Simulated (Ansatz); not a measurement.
**ZnS: elastic constants**

Aim: the elastic tensor from the stress of slightly strained cells, and the moduli that follow. Runs: cell and atoms relaxed (PAW); reference run (PAW); ions clamped (PAW); cell relaxed at 5 GPa (PAW); at 5 GPa (PAW).

Program: Ansatz 0.2.0. Level of theory: DFT PBEsol, frozen-core PAW, scalar-relativistic unless said. These are calculated values, not measurements.

2 further runs of the same task are left out: 1 that didn't finish, 1 set aside as unsound or not needed.

## (1) The structure to begin with

The structure is hexagonal, space group P6_3mc (No. 186). Conventional cell: a = 3.811 Å, b = 3.811 Å, c = 6.234 Å, α = 90.00°, β = 90.00°, γ = 120.00°. Zn (site symmetry 3m) has 4 S at 2.31 to 2.40 Å as nearest neighbours. S (site symmetry 3m) has 4 Zn at 2.31 to 2.40 Å as nearest neighbours.

Structure file:

```xyz
4
Lattice="3.8110 0.0000 0.0000 -1.9055 3.3004 0.0000 0.0000 0.0000 6.2340" Properties=species:S:1:pos:R:3 pbc="T T T"
Zn    0.0000    2.2003    0.0000
Zn    1.9055    1.1001    3.1170
S     0.0000    2.2003    2.4001
S     1.9055    1.1001    5.5171
```

Cartesian axes are those of the input's lattice vectors. The structure goes back to a database entry.

## (2) Cell and atoms relaxed, PAW

input.yaml reads:

```yaml
crystal:
  lattice:
    - [3.81099999999, 0.0, 0.0]
    - [-1.9055, 3.30042281381, 0.0]
    - [0.0, 0.0, 6.234]
  atoms:
    - { symbol: Zn, position: [0.333333333333, 0.666666666667, 0.0] }
    - { symbol: Zn, position: [0.666666666667, 0.333333333333, 0.5] }
    - { symbol: S, position: [0.333333333333, 0.666666666667, 0.385] }
    - { symbol: S, position: [0.666666666667, 0.333333333333, 0.885] }
kpoints:
  mp_grid: { grid: [10, 10, 6] }
scf:
  occupations: { method: fermi_dirac, width: 0.05 }
hamiltonian:
  xc: pbesol
  pseudopotentials: { kind: paw }
relax:
  f_tol: 0.002
  max_steps: 80
  cell: {}
output:
  forces: true
  stress: true
  write_density: true
  write_potential: true
  elf: true
  volumetric_format: npy
```

Command:

```bash
ansatz run input.yaml --threads 2 --pin off --max-ram 5120MiB --backend cpu --events-out ev --progress --plain --runs-dir out
```

## (3) Reference run, PAW

input.yaml reads:

```yaml
crystal:
  lattice:
    - [3.78157823722, 0.0, 0.0]
    - [-1.89078911861, 3.27494281983, 0.0]
    - [0.0, 0.0, 6.20896098629]
  atoms:
    - { symbol: Zn, position: [0.333333333333, 0.666666666667, 0.005442355686] }
    - { symbol: Zn, position: [0.666666666667, 0.333333333333, 0.505442355686] }
    - { symbol: S, position: [0.333333333333, 0.666666666667, 0.379557644314] }
    - { symbol: S, position: [0.666666666667, 0.333333333333, 0.879557644314] }
kpoints:
  mp_grid: { grid: [8, 8, 4] }
scf:
  occupations: { method: fixed }
hamiltonian:
  xc: pbesol
  pseudopotentials: { kind: paw }
elastic:
  mode: relaxed_ion
  stencil: two_point
  amplitude: 0.008
```

## (4) Ions clamped, PAW

input.yaml: that of step 3 with these lines changed.

```diff
@@ -18,3 +18,3 @@
 elastic:
-  mode: relaxed_ion
+  mode: clamped_ion
   stencil: two_point
```

## (5) Cell relaxed at 5 GPa, PAW

input.yaml: that of step 4 with these lines changed.

```diff
@@ -17,5 +17,8 @@
   pseudopotentials: { kind: paw }
-elastic:
-  mode: clamped_ion
-  stencil: two_point
-  amplitude: 0.008
+relax:
+  f_tol: 0.002
+  max_steps: 80
+  cell: { p_target: 5 }
+output:
+  forces: true
+  stress: true
```

## (6) At 5 GPa, PAW

input.yaml reads:

```yaml
crystal:
  lattice:
    - [3.70906925308, 0.0, 0.0]
    - [-1.85453462654, 3.21214819757, 0.0]
    - [0.0, 0.0, 6.10167513008]
  atoms:
    - { symbol: Zn, position: [0.333333333333, 0.666666666667, 0.005819430107] }
    - { symbol: Zn, position: [0.666666666667, 0.333333333333, 0.505819430107] }
    - { symbol: S, position: [0.333333333333, 0.666666666667, 0.379180569893] }
    - { symbol: S, position: [0.666666666667, 0.333333333333, 0.879180569893] }
kpoints:
  mp_grid: { grid: [8, 8, 4] }
scf:
  occupations: { method: fixed }
hamiltonian:
  xc: pbesol
  pseudopotentials: { kind: paw }
elastic:
  mode: relaxed_ion
  stencil: two_point
  amplitude: 0.008
```

(Steps that only read results are left out.)

Before running it: what results should come out? Wanted: C11; C12; C13; C33; C44; bulk, shear and Young's modulus; Debye temperature from sound speeds; universal anisotropy index.

The runs gave:

| quantity | value |
| --- | --- |
| C11 (PAW) | 126 GPa |
| C12 (PAW) | 60 GPa |
| C13 (PAW) | 46 GPa |
| C33 (PAW) | 150 GPa |
| C44 (PAW) | 29 GPa |
| bulk, shear and Young's modulus | 79, 34, 89 GPa |
| Debye temperature from sound speeds | 352 K |
| universal anisotropy index | 0.22 |

What this shows: All eigenvalues are positive, so the crystal is mechanically stable; by PAW K = 79 and G = 34 GPa, K/G = 2.30, on the ductile side of Pugh's rough line at 1.75, which was drawn for metals. Young's modulus runs from 80 to 127 GPa with direction. Letting the ions relax lowers C11 most, from 160 to 126 GPa. At 5 GPa K rises to 100 GPa. Cautions: frozen-core PAW files fitted under PBE, their cores solved anew for the functional of the run; constants at zero field, no piezoelectric stiffening.
